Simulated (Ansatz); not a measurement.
The system is RuS2 (Laurite).

```
Ru S
1.0
     5.61060    0.00000    0.00000
     0.00000    5.61060    0.00000
     0.00000    0.00000    5.61060
Ru S
4 8
Direct
  0.00000 0.50000 0.50000
  0.50000 0.50000 0.00000
  0.50000 0.00000 0.50000
  0.00000 0.00000 0.00000
  0.38831 0.11169 0.88831
  0.11169 0.88831 0.38831
  0.88831 0.38831 0.11169
  0.61169 0.61169 0.61169
  0.61169 0.88831 0.11169
  0.88831 0.11169 0.61169
  0.11169 0.61169 0.88831
  0.38831 0.38831 0.38831
```

Base run:

```yaml
Program: Ansatz 0.2.0
Functional: r2SCAN
Potentials_or_basis: Ansatz PAW
Cutoff: 500 eV
Density_cutoff: 2000 eV
k_mesh: 5 × 5 × 5
Occupations: fermi-dirac, width 0.05 eV
Spin: no spin polarisation
```

Its results: band gap on the k mesh 0.94 eV, indirect (least direct gap 1.19 eV); pressure 2.1 GPa; largest force 0.069 eV/Å.

Problem. The run is repeated on the same cell with these changes: functional from r2SCAN to PBEsol; cutoff from 500 eV to 420 eV; density cutoff from 2000 eV to 1680 eV. What comes out?

Solution. Band gap on the k mesh 0.71 eV, indirect (least direct gap 0.93 eV); pressure -3.1 GPa; largest force 0.331 eV/Å.

r2SCAN gives the wider gap, since meta-GGAs in the generalised Kohn-Sham scheme recover part of the derivative discontinuity.

Caveats: the PAW data sets come from PBE, with cores solved anew for the run's functional, which leaves a small shift of forces and pressure.

Not every run made on this cell is shown here.
